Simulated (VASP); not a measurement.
The system is Cs2AgBiBr6.

```
Bi Cs Ag Br
1.0
     0.00000    5.61610    5.61610
     5.61610    0.00000    5.61610
     5.61610    5.61610    0.00000
Bi Cs Ag Br
1 2 1 6
Direct
  0.00000 0.00000 0.00000
  0.75000 0.75000 0.75000
  0.25000 0.25000 0.25000
  0.50000 0.50000 0.50000
  0.74945 0.74945 0.25055
  0.25055 0.25055 0.74945
  0.74945 0.25055 0.25055
  0.74945 0.25055 0.74945
  0.25055 0.74945 0.74945
  0.25055 0.74945 0.25055
```

Base run:

| Item | Value |
| --- | --- |
| Program | VASP 6.6.1 |
| Functional | PBEsol |
| Potentials or basis | VASP PAW PBE potentials, release 64 (Bi_d, Cs_sv, Ag, Br) |
| Cutoff | 520 eV |
| k mesh | 4 × 4 × 4 |
| Occupations | gaussian, width 0.02 eV |
| Spin | no spin polarisation |

Its results: band gap on the k mesh 1.17 eV, indirect (least direct gap 2.39 eV); electronic dielectric tensor (diagonal) 5.26.

**Question.** The run is repeated on the same cell with these changes: functional from PBEsol to LDA; potentials or basis from VASP PAW PBE potentials, release 64 (Bi_d, Cs_sv, Ag, Br) to VASP PAW LDA potentials, release 64 (Bi_d, Cs_sv, Ag, Br). What comes out?

**Answer.** Band gap on the k mesh 1.11 eV, indirect (least direct gap 2.34 eV); electronic dielectric tensor (diagonal) 5.38.

Caveats: spin-orbit coupling is left out, which as a rule narrows the gap of such compounds by several tenths of an eV.

A k mesh can miss the band edges.

Not every run made on this cell is shown here.
